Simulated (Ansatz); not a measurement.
# Compressing Cs

Method: Ansatz 0.2.0, DFT PBE, scalar-relativistic, plane waves, PAW. (420 eV cutoff, 10×10×10 k-mesh, Gaussian smearing of 0.10 eV, no spin polarisation)

Reference structure (relaxed):

```yaml
crystal:
  lattice:
    - [3.02328, -4.41501, -0.14471]
    - [3.02328, 4.41501, -0.14471]
    - [-2.79015, 0.00000, 4.55060]
  atoms:
    - { symbol: Cs, position: [0.00000, 0.00000, 0.50000] }
```

Cell and atoms are relaxed at each pressure within the symmetry of the start, at zero temperature, so transitions that lower the symmetry aren't seen. The k-mesh given is that at zero pressure and may differ at others. a, b and c are the lengths of the cell vectors above.

```
P (GPa) V (Å³/atom) V/V0  a (Å) b (Å) c (Å)
      0       117.92  1.000  5.353  5.353  5.338
      3        63.47  0.538  4.353  4.353  4.347
      8        39.21  0.333  3.711  3.711  3.711
     15        30.73  0.261  3.419  3.419  3.419
     30        25.76  0.218  3.223  3.223  3.223
     60        21.52  0.182  3.046  3.046  3.064
```

Problem. Does the structure keep its space group?

Solution. No: C2/m (12) at 0 GPa, C2/m (12) at 3 GPa, I4/mmm (139) at 8 GPa, I4/mmm (139) at 15 GPa, I4/mmm (139) at 30 GPa, C2/m (12) at 60 GPa.

Problem. Which cell vector or vectors give way most up to 60 GPa?

Solution. a and b: the changes are a -43.1 %, b -43.1 %, c -42.6 %.